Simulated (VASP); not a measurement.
# W (Im-3m) in VASP: further runs

One crystal, W, is run at these levels: PBE; tasks: single point.

Program: VASP 6.6.1. These are calculated values, not measurements. Logs are shortened: lines on timing, memory, paths and dates and some standing lists are left out, and cuts for length are marked.

**1. Starting point**

The structure is cubic, space group Im-3m (No. 229). Conventional cell: a = 3.165 Å, b = 3.165 Å, c = 3.165 Å, α = 90.00°, β = 90.00°, γ = 90.00°. W (site symmetry m-3m) is surrounded by 8 W at 2.74 Å.

**2. Single point, PBE**

The input, INCAR:

```
SYSTEM = W
ADDGRID = .False. ; ALGO = Normal
EDIFF = 1E-7 ; ENCUT = 650
GGA = PE ; ISIF = 2
ISMEAR = 1 ; LASPH = .True.
LCHARG = .False. ; LREAL = .False.
LWAVE = .False. ; NELM = 100
PREC = Accurate ; SIGMA = 0.2
```

The input, KPOINTS:

```
k-points
0
Gamma
  9 9 9
  0 0 0
```

The input, POSCAR:

```
W
1.0
   -1.5823450000      1.5823450000      1.5823450000
    1.5823450000     -1.5823450000      1.5823450000
    1.5823450000      1.5823450000     -1.5823450000
W
1
Direct
    0.0000000000      0.0000000000      0.0000000000
```

Potentials or basis: VASP PAW PBE potentials, release 64 (W).

Launch:

```console
cat potpaw_PBE.64/W/POTCAR > POTCAR
mpirun -np 1 vasp_std > vasp.out
```

OUTCAR:

```text
SYSTEM = W
   EDIFF = 1E-7
   ENCUT = 650
   GGA = PE
   ISIF = 2
   ISMEAR = 1
   LASPH = .True.
   LREAL = .False.
   NELM = 100
   PREC = Accurate

 Found     35 irreducible k-points:

 Following reciprocal coordinates:
            Coordinates               Weight
  0.000000  0.000000  0.000000      1.000000
  0.111111  0.000000  0.000000     12.000000
  0.222222  0.000000  0.000000     12.000000
  0.333333  0.000000  0.000000     12.000000
  0.444444  0.000000  0.000000     12.000000
  0.111111  0.111111  0.000000     24.000000
   k-points           NKPTS =     35   k-points in BZ     NKDIM =     35   number of bands    NBANDS=      7
   number of dos      NEDOS =    301   number of ions     NIONS =      1
   total plane-waves  NPLWV =  13824
   dimension x,y,z NGX =    24 NGY =   24 NGZ =   24
   dimension x,y,z NGXF=    48 NGYF=   48 NGZF=   48
   ions per type =               1
   NGX,Y,Z   is equivalent  to a cutoff of  14.56, 14.56, 14.56 a.u.
   NGXF,Y,Z  is equivalent  to a cutoff of  29.12, 29.12, 29.12 a.u.
 SYSTEM =  W
   PREC   = accura    normal or accurate (medium, high low for compatibility)
   ISTART =      0    job   : 0-new  1-cont  2-samecut
   ICHARG =      2    charge: 1-file 2-atom 10-const
   ISPIN  =      1    spin polarized calculation?
   LNONCOLLINEAR =      F non collinear calculations
   LSORBIT =      F    spin-orbit coupling
   LASPH  =      T    aspherical Exc in radial PAW
   ENCUT  =  650.0 eV  47.77 Ry    6.91 a.u.   5.70  5.70  5.70*2*pi/ulx,y,z
   NELM   =    100;   NELMIN=  2; NELMDL= -5     # of ELM steps
   EDIFF  = 0.1E-06   stopping-criterion for ELM
   LREAL  =      F    real-space projection
   EDIFFG = 0.1E-05   stopping-criterion for IOM
   NSW    =      0    number of steps for IOM
   IBRION =     -1    ionic relax: 0-MD 1-quasi-New 2-CG
   NFREE  =      0    steps in history (QN), initial steepest desc. (CG)
   ISIF   =      2    stress and relaxation
   ISYM   =      2    0-nonsym 1-usesym 2-fastsym
   POTIM  = 0.5000    time-step for ionic-motion
   TEBEG  =    0.0;   TEEND  =   0.0 temperature during run
   PSTRESS=    0.0 pullay stress
   NELECT =       6.0000    total number of electrons
   NUPDOWN=      -1.0000    fix difference up-down
   EMIN   =  10.00;   EMAX   =-10.00  energy-range for DOS
   EFERMI =   0.00;   METHOD = LEGACY
   ISMEAR =     1;   SIGMA  =   0.20  broadening in eV -4-tet -1-fermi 0-gaus
   EFERMI_NEDOS =   21; number of points for ismear=-14 and -15
   IALGO  =     38    algorithm
   IMIX   =      4    mixing-type and parameters
     AMIX     =   0.40;   BMIX     =  1.00
     AMIX_MAG =   1.60;   BMIX_MAG =  1.00
  volume/ion in A,a.u.               =      15.85       106.94
  Fermi-wavevector in a.u.,A,eV,Ry     =   1.184325  2.238049 19.083867  1.402625
  Thomas-Fermi vector in A             =   2.320541
   LORBIT       =      0    0 simple, 1 ext, 2 COOP (PROOUT), +10 PAW based schemes
   GGA     = PE    functional components
   LHFCALC =     F    Hartree Fock is set to
   AEXX    =    0.0000 exact exchange contribution
   IVDW    =     0    specifies the selected vdW correction
   LEPSILON=     F    determine dielectric tensor
   LRPA    =     F    only Hartree local field effects (RPA)
 non-spin polarized calculation
 Methfessel and Paxton  Order N= 1 SIGMA  =   0.20
  energy-cutoff  :      650.00
  volume of cell :       15.85
 maximum number of plane-waves:       610
   NGX = 11   NGY = 11   NGZ = 11

 number of electron       6.0000000 magnetization

 Free energy of the ion-electron system (eV)
  ---------------------------------------------------
  ext. energy  EPLUGINS =         0.00000000
  ---------------------------------------------------
  free energy    TOTEN  =       -13.03441352 eV

  energy without entropy =      -13.02906408  energy(sigma->0) =      -13.03263037

 E-fermi :   7.8801     XC(G=0): -13.1428

 val. band max:        7.5671791393   @ k =   0.4444   0.1111   0.0000
 cond. band min:       7.9013235204   @ k =  -0.3333   0.3333   0.2222
 fundamental gap:      0.3341443811
 Fermi energy:         7.8800786873

 k-point     1 :       0.0000    0.0000    0.0000
  band No.  band energies     occupation
      1      -1.7961      2.00000
      2       6.5727      2.00000
      3       6.5727      2.00000
      4       6.5727      2.00000
      5      10.0508     -0.00000
      6      10.0508     -0.00000
      7      23.0476      0.00000

 k-point     2 :       0.1111    0.0000    0.0000
  band No.  band energies     occupation
      1      -1.2269      2.00000
      2       6.2324      2.00000
      3       6.4700      2.00000
      4       7.1484      2.00000
      5       9.5965     -0.00000
      6      10.0663     -0.00000
      7      23.4863      0.00000

 k-point     3 :       0.2222    0.0000    0.0000
  band No.  band energies     occupation
      1       0.2040      2.00000
      2       5.4715      2.00000
      3       6.0368      2.00000
      4       8.7953     -0.00000
      5       9.3596     -0.00000
      6      10.1916     -0.00000
      7      23.4751      0.00000

 k-point     4 :       0.3333    0.0000    0.0000
  band No.  band energies     occupation
      1       1.4066      2.00000
      2       4.7328      2.00000
      3       6.3439      2.00000
      4       9.7982     -0.00000
      5      10.5090     -0.00000
      6      11.2147     -0.00000
      7      21.5449      0.00000

 k-point     5 :       0.4444    0.0000    0.0000
  band No.  band energies     occupation
      1       1.5730      2.00000
      2       4.3035      2.00000
      3       8.0543     -0.01214
      4      10.0218     -0.00000
      5      10.8568     -0.00000
      6      13.5071      0.00000
      7      19.3178      0.00000

 k-point     6 :       0.1111    0.1111    0.0000
  band No.  band energies     occupation
      1      -0.1970      2.00000
      2       5.8314      2.00000
      3       5.9428      2.00000
      4       8.3731     -0.00270
      5       9.1043     -0.00000
      6      10.3107     -0.00000
      7      24.2704      0.00000

 [... further k-points ...]

------------------------ aborting loop because EDIFF is reached ----------------------------------------

  FORCE on cell =-STRESS in cart. coord.  units (eV):
  Direction    XX          YY          ZZ          XY          YZ          ZX
  --------------------------------------------------------------------------------------
  -------------------------------------------------------------------------------------
  Total        0.1882162      0.1882162      0.1882162     -0.0000000     -0.0000000      0.0000000
  in kB       19.0284823     19.0284823     19.0284823     -0.0000000     -0.0000000      0.0000000
  external PRESSURE =      19.0284823 kB  Pullay stress =       0.0000000 kB

 VOLUME and BASIS-vectors are now :
 -----------------------------------------------------------------------------
  energy-cutoff  :      650.00
  volume of cell :       15.85
      direct lattice vectors                 reciprocal lattice vectors
    -1.582345000  1.582345000  1.582345000     0.000000000  0.315986716  0.315986716
     1.582345000 -1.582345000  1.582345000     0.315986716  0.000000000  0.315986716
     1.582345000  1.582345000 -1.582345000     0.315986716  0.315986716  0.000000000

 POSITION                                       TOTAL-FORCE (eV/Angst)
 -----------------------------------------------------------------------------------
      0.00000      0.00000      0.00000        -0.000000     -0.000000     -0.000000
 -----------------------------------------------------------------------------------
    total drift:                               -0.000000      0.000000      0.000000

  FREE ENERGIE OF THE ION-ELECTRON SYSTEM (eV)
  ---------------------------------------------------
  free  energy   TOTEN  =       -13.0344135178 eV

  energy  without entropy=      -13.0290640790  energy(sigma->0) =      -13.03263037
```

Wall time 3.7 s (1 thread of AMD EPYC 9R45 (Zen 5), shared host); peak memory 0.11 GiB.

These settings aren't checked as converged: the numbers below hold their error.

What came out:

```yaml
Free_energy: -13.0344 eV
Pressure: 1.9 GPa
Band_gap_on_the_k_mesh: none (metal or under the smearing width)
```

**3. Single point, PBE**

Edit INCAR of step 2 so:

```diff
@@ -2,3 +2,3 @@
 ADDGRID = .False. ; ALGO = Normal
-EDIFF = 1E-7 ; ENCUT = 650
+EDIFF = 1E-7 ; ENCUT = 460
 GGA = PE ; ISIF = 2
```

The input, KPOINTS:

```
k-points
0
Gamma
  11 11 11
  0 0 0
```

POSCAR is that of step 2.

Potentials or basis: VASP PAW PBE potentials, release 64 (W).

Launch:

```console
cat potpaw_PBE.64/W/POTCAR > POTCAR
mpirun -np 1 vasp_std > vasp.out
```

Wall time 3.7 s (1 thread of AMD EPYC 9R45 (Zen 5), shared host); peak memory 0.09 GiB.

These settings aren't checked as converged: the numbers below hold their error.

What came out:

| Item | Value |
| --- | --- |
| Free energy | -12.9989 eV |
| Pressure | 2.4 GPa |
| Band gap on the k mesh | none (metal or under the smearing width) |

**4. Single point, PBE**

Edit INCAR of step 3 so:

```diff
@@ -7,2 +7,2 @@
 LWAVE = .False. ; NELM = 100
-PREC = Accurate ; SIGMA = 0.2
+PREC = Accurate ; SIGMA = 0.4
```

KPOINTS is that of step 3.

POSCAR is that of step 3.

Potentials or basis: VASP PAW PBE potentials, release 64 (W).

Launch:

```console
cat potpaw_PBE.64/W/POTCAR > POTCAR
mpirun -np 1 vasp_std > vasp.out
```

OUTCAR:

```text
SYSTEM = W
   EDIFF = 1E-7
   ENCUT = 460
   GGA = PE
   ISIF = 2
   ISMEAR = 1
   LASPH = .True.
   LREAL = .False.
   NELM = 100
   PREC = Accurate

 Found     56 irreducible k-points:

 Following reciprocal coordinates:
            Coordinates               Weight
  0.000000  0.000000  0.000000      1.000000
  0.090909  0.000000  0.000000     12.000000
  0.181818  0.000000  0.000000     12.000000
  0.272727  0.000000  0.000000     12.000000
  0.363636  0.000000  0.000000     12.000000
  0.454545  0.000000  0.000000     12.000000
   k-points           NKPTS =     56   k-points in BZ     NKDIM =     56   number of bands    NBANDS=      7
   number of dos      NEDOS =    301   number of ions     NIONS =      1
   total plane-waves  NPLWV =   8000
   dimension x,y,z NGX =    20 NGY =   20 NGZ =   20
   dimension x,y,z NGXF=    40 NGYF=   40 NGZF=   40
   ions per type =               1
   NGX,Y,Z   is equivalent  to a cutoff of  12.13, 12.13, 12.13 a.u.
   NGXF,Y,Z  is equivalent  to a cutoff of  24.26, 24.26, 24.26 a.u.
 SYSTEM =  W
   PREC   = accura    normal or accurate (medium, high low for compatibility)
   ISTART =      0    job   : 0-new  1-cont  2-samecut
   ICHARG =      2    charge: 1-file 2-atom 10-const
   ISPIN  =      1    spin polarized calculation?
   LNONCOLLINEAR =      F non collinear calculations
   LSORBIT =      F    spin-orbit coupling
   LASPH  =      T    aspherical Exc in radial PAW
   ENCUT  =  460.0 eV  33.81 Ry    5.81 a.u.   4.79  4.79  4.79*2*pi/ulx,y,z
   NELM   =    100;   NELMIN=  2; NELMDL= -5     # of ELM steps
   EDIFF  = 0.1E-06   stopping-criterion for ELM
   LREAL  =      F    real-space projection
   EDIFFG = 0.1E-05   stopping-criterion for IOM
   NSW    =      0    number of steps for IOM
   IBRION =     -1    ionic relax: 0-MD 1-quasi-New 2-CG
   NFREE  =      0    steps in history (QN), initial steepest desc. (CG)
   ISIF   =      2    stress and relaxation
   ISYM   =      2    0-nonsym 1-usesym 2-fastsym
   POTIM  = 0.5000    time-step for ionic-motion
   TEBEG  =    0.0;   TEEND  =   0.0 temperature during run
   PSTRESS=    0.0 pullay stress
   NELECT =       6.0000    total number of electrons
   NUPDOWN=      -1.0000    fix difference up-down
   EMIN   =  10.00;   EMAX   =-10.00  energy-range for DOS
   EFERMI =   0.00;   METHOD = LEGACY
   ISMEAR =     1;   SIGMA  =   0.40  broadening in eV -4-tet -1-fermi 0-gaus
   EFERMI_NEDOS =   21; number of points for ismear=-14 and -15
   IALGO  =     38    algorithm
   IMIX   =      4    mixing-type and parameters
     AMIX     =   0.40;   BMIX     =  1.00
     AMIX_MAG =   1.60;   BMIX_MAG =  1.00
  volume/ion in A,a.u.               =      15.85       106.94
  Fermi-wavevector in a.u.,A,eV,Ry     =   1.184325  2.238049 19.083867  1.402625
  Thomas-Fermi vector in A             =   2.320541
   LORBIT       =      0    0 simple, 1 ext, 2 COOP (PROOUT), +10 PAW based schemes
   GGA     = PE    functional components
   LHFCALC =     F    Hartree Fock is set to
   AEXX    =    0.0000 exact exchange contribution
   IVDW    =     0    specifies the selected vdW correction
   LEPSILON=     F    determine dielectric tensor
   LRPA    =     F    only Hartree local field effects (RPA)
 non-spin polarized calculation
 Methfessel and Paxton  Order N= 1 SIGMA  =   0.40
  energy-cutoff  :      460.00
  volume of cell :       15.85
 maximum number of plane-waves:       370
   NGX =  9   NGY =  9   NGZ =  9

 number of electron       6.0000001 magnetization

 Free energy of the ion-electron system (eV)
  ---------------------------------------------------
  ext. energy  EPLUGINS =         0.00000000
  ---------------------------------------------------
  free energy    TOTEN  =       -13.00117924 eV

  energy without entropy =      -12.99490503  energy(sigma->0) =      -12.99908783

 E-fermi :   7.8344     XC(G=0): -13.1424

 val. band max:        7.8219293463   @ k =   0.4545   0.0909   0.0000
 cond. band min:       7.8802621440   @ k =  -0.1818   0.2727   0.0909
 fundamental gap:      0.0583327977
 Fermi energy:         7.8343614573

 k-point     1 :       0.0000    0.0000    0.0000
  band No.  band energies     occupation
      1      -1.7963      2.00000
      2       6.5760      2.00008
      3       6.5760      2.00008
      4       6.5760      2.00008
      5      10.0530     -0.00000
      6      10.0530     -0.00000
      7      23.0472      0.00000

 k-point     2 :       0.0909    0.0000    0.0000
  band No.  band energies     occupation
      1      -1.4108      2.00000
      2       6.3422      2.00000
      3       6.5147      2.00003
      4       6.9628      2.00860
      5       9.7152     -0.00000
      6      10.0615     -0.00000
      7      23.3616      0.00000

 k-point     3 :       0.1818    0.0000    0.0000
  band No.  band energies     occupation
      1      -0.3699      2.00000
      2       5.7701      2.00000
      3       6.2124      2.00000
      4       8.0882      0.13016
      5       9.3428     -0.00000
      6      10.1273     -0.00000
      7      23.7300      0.00000

 k-point     4 :       0.2727    0.0000    0.0000
  band No.  band energies     occupation
      1       0.8773      2.00000
      2       5.1141      2.00000
      3       5.9675      2.00000
      4       9.5236     -0.00000
      5       9.8339     -0.00000
      6      10.3164     -0.00000
      7      22.7060      0.00000

 k-point     5 :       0.3636    0.0000    0.0000
  band No.  band energies     occupation
      1       1.5266      2.00000
      2       4.5804      2.00000
      3       6.7431      2.00079
      4       9.9248     -0.00000
      5      10.6184     -0.00000
      6      11.9233     -0.00000
      7      21.0002      0.00000

 k-point     6 :       0.4545    0.0000    0.0000
  band No.  band energies     occupation
      1       1.5706      2.00000
      2       4.2878      2.00000
      3       8.1922     -0.02092
      4      10.0091     -0.00000
      5      10.8788     -0.00000
      6      13.6427     -0.00000
      7      19.1761      0.00000

 [... further k-points ...]

------------------------ aborting loop because EDIFF is reached ----------------------------------------

  FORCE on cell =-STRESS in cart. coord.  units (eV):
  Direction    XX          YY          ZZ          XY          YZ          ZX
  --------------------------------------------------------------------------------------
  -------------------------------------------------------------------------------------
  Total        0.2357813      0.2357813      0.2357813      0.0000000     -0.0000000      0.0000000
  in kB       23.8372651     23.8372651     23.8372651      0.0000000     -0.0000000      0.0000000
  external PRESSURE =      23.8372651 kB  Pullay stress =       0.0000000 kB

 VOLUME and BASIS-vectors are now :
 -----------------------------------------------------------------------------
  energy-cutoff  :      460.00
  volume of cell :       15.85
      direct lattice vectors                 reciprocal lattice vectors
    -1.582345000  1.582345000  1.582345000     0.000000000  0.315986716  0.315986716
     1.582345000 -1.582345000  1.582345000     0.315986716  0.000000000  0.315986716
     1.582345000  1.582345000 -1.582345000     0.315986716  0.315986716  0.000000000

 POSITION                                       TOTAL-FORCE (eV/Angst)
 -----------------------------------------------------------------------------------
      0.00000      0.00000      0.00000         0.000000     -0.000000      0.000000
 -----------------------------------------------------------------------------------
    total drift:                               -0.000000     -0.000000     -0.000000

  FREE ENERGIE OF THE ION-ELECTRON SYSTEM (eV)
  ---------------------------------------------------
  free  energy   TOTEN  =       -13.0011792362 eV

  energy  without entropy=      -12.9949050318  energy(sigma->0) =      -12.99908783
```

OSZICAR:

```text
N       E                     dE             d eps       ncg     rms          rms(c)
DAV:   1     0.716451410935E+01    0.71645E+01   -0.27804E+03   784   0.666E+02
DAV:   2    -0.133454366103E+02   -0.20510E+02   -0.19902E+02  1029   0.152E+02
DAV:   3    -0.136749609981E+02   -0.32952E+00   -0.32810E+00   952   0.165E+01
DAV:   4    -0.136758405589E+02   -0.87956E-03   -0.87918E-03  1141   0.767E-01
DAV:   5    -0.136758413842E+02   -0.82539E-06   -0.82591E-06  1036   0.156E-02    0.205E+01
DAV:   6    -0.131925407025E+02    0.48330E+00   -0.38872E-01   917   0.492E+00    0.102E+01
DAV:   7    -0.130027561265E+02    0.18978E+00   -0.47393E-01   980   0.529E+00    0.388E-01
DAV:   8    -0.130013994915E+02    0.13566E-02   -0.19429E-03   861   0.387E-01    0.174E-01
DAV:   9    -0.130011784310E+02    0.22106E-03   -0.27124E-04  1071   0.103E-01    0.169E-02
DAV:  10    -0.130011805384E+02   -0.21074E-05   -0.57156E-06  1029   0.218E-02    0.375E-03
DAV:  11    -0.130011791338E+02    0.14046E-05   -0.13186E-07   854   0.329E-03    0.550E-04
DAV:  12    -0.130011792662E+02   -0.13242E-06   -0.16956E-08   560   0.975E-04    0.271E-04
DAV:  13    -0.130011792362E+02    0.29980E-07   -0.59894E-10   441   0.279E-04
   1 F= -.13001179E+02 E0= -.12999088E+02  d E =-.627420E-02
```

Run time: 3.7 s. Hardware: 1 thread of AMD EPYC 9R45 (Zen 5), shared host; peak memory 0.09 GiB.

These settings aren't checked as converged: the numbers below hold their error.

Results:

| Item | Value |
| --- | --- |
| Free energy | -13.0012 eV |
| Pressure | 2.4 GPa |
| Band gap on the k mesh | none (metal or under the smearing width) |

**5. For comparison**

An earlier run on the cell as given: functional PBE; potentials or basis VASP PAW PBE potentials, release 64 (W_sv); cutoff 520 eV; k mesh 12 × 12 × 12; occupations fermi-dirac, width 0.05 eV; no spin polarisation.

- Pressure: 6.4 GPa
- Band gap on the k mesh: none (metal or under the smearing width)
